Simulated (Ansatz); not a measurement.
`N[SiH2][GeH3]` + `CC(=O)O` → `CC(=O)[O][GeH3]` + `N[SiH3]` at 298.15 K and 1 bar (cleavage of the Ge–Si bond).

Calculated with Ansatz (gas phase, PBE0-D4/def2-TZVP geometries, no zero-point term in ΔE). CBS: MP2 limit from def2 TZ/QZ plus the TZ coupled-cluster correction, frozen cores. This one scheme is used for every species. For Ge outer-core shells are correlated without core-valence functions, which leaves a few kJ/mol of doubt a bond. Scalar relativity is left out up to krypton. One conformer a species, not always the lowest.

```json
{"species": "`N[SiH2][GeH3]`", "CCSD(T)/CBS energy (Eh)": "-2424.12162", "H − E (kJ/mol)": "193.9", "S (J/(mol·K))": "339.7"}
{"species": "`CC(=O)O`", "CCSD(T)/CBS energy (Eh)": "-228.87529", "H − E (kJ/mol)": "177.3", "S (J/(mol·K))": "287.6"}
{"species": "`CC(=O)[O][GeH3]`", "CCSD(T)/CBS energy (Eh)": "-2306.19992", "H − E (kJ/mol)": "218.7", "S (J/(mol·K))": "350.4"}
{"species": "`N[SiH3]`", "CCSD(T)/CBS energy (Eh)": "-346.80422", "H − E (kJ/mol)": "145.7", "S (J/(mol·K))": "264.3"}
```

H − E and S are ideal-gas, rigid-rotor, harmonic terms from PBE0-D4/def2-TZVP, for one conformer and one mirror image of each species. 1 Eh = 2625.50 kJ/mol, R = 8.31446 J/(mol·K).

Problem. By hand: ΔE, ΔH, ΔS and ΔG.

Solution. ΔE = (-2306.19992) + (-346.80422) − (-2424.12162) − (-228.87529) = -0.00723 Eh = -19.0 kJ/mol. Δ(H − E) = 218.7 + 145.7 − 193.9 − 177.3 = -6.8, so ΔH = -25.8 kJ/mol. ΔS = 350.4 + 264.3 − 339.7 − 287.6 = -12.6 J/(mol·K). ΔG = -25.8 − 298.15 × (-12.6)/1000 = -22.0 kJ/mol.

Problem. By hand: the equilibrium constant, and the temperature at which ΔG would vanish if ΔH and ΔS stayed fixed.

Solution. log₁₀ K = −ΔG/(RT ln 10) = 3.9. ΔG = 0 at ΔH/ΔS = 2048 K, though so small a ΔS makes that figure unsure.

The number of gas molecules stays the same, so ΔS is small and ΔH decides. A doubt of 5 kJ/mol in ΔE shifts log₁₀ K by 0.9 here. Other conformers and mirror images would add mixing entropy, several J/(mol·K) or more a flexible species. These are equilibria of isolated gas molecules and say nothing of rates. Largest T1 diagnostic: 0.015 (customary marks: 0.02 for closed shells, 0.045 for open ones).
